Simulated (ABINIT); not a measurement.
Crystal: C.

```
C
1.0
     0.00000    1.78337    1.78337
     1.78337    0.00000    1.78337
     1.78337    1.78337    0.00000
C
2
Direct
  0.75000 0.75000 0.75000
  0.50000 0.50000 0.50000
```

This isn't the form of C at room conditions, which is graphite.

* Program: ABINIT 10.8.3 (patched build)
* Task: relaxation of cell and atoms
* Functional: LDA
* Potentials or basis: PseudoDojo NC SR LDA v0.4.1 standard
* Cutoff: 1116 eV
* k mesh: 10 × 10 × 10
* Occupations: fermi-dirac, width 0.05 eV
* Spin: no spin polarisation

At the start: pressure -10.9 GPa; volume 5.67 Å³/atom.

**Question.** Where does the relaxation end?

**Answer.** Over 4 steps the energy falls by 4.8 meV/atom and the volume is 5.53 Å³/atom (-2.4 %); space group Fd-3m (No. 227, to 0.05 Å).

The path:
```tsv
step	energy change (eV)	largest force (eV/Å)	pressure (GPa)	volume (Å³)
1	0.0000	0.0000	-10.91	11.34
2	-0.0082	0.0000	4.27	10.97
3	-0.0095	0.0000	-0.11	11.07
4	-0.0095	0.0000	0.00	11.07
```

Final structure:
```cif
data_structure
_symmetry_space_group_name_H-M 'P 1'
_symmetry_Int_Tables_number 1
_cell_length_a 2.5015
_cell_length_b 2.5015
_cell_length_c 2.5015
_cell_angle_alpha 60.000
_cell_angle_beta 60.000
_cell_angle_gamma 60.000
_cell_volume 11.07
loop_
_atom_site_label
_atom_site_type_symbol
_atom_site_fract_x
_atom_site_fract_y
_atom_site_fract_z
_atom_site_occupancy
C1 C 0.75000 0.75000 0.75000 1
C2 C 0.50000 0.50000 0.50000 1
```

The cell as given is a measured one (5.67 Å³/atom); LDA puts the equilibrium volume -2.4 % from it, thermal expansion not counted.
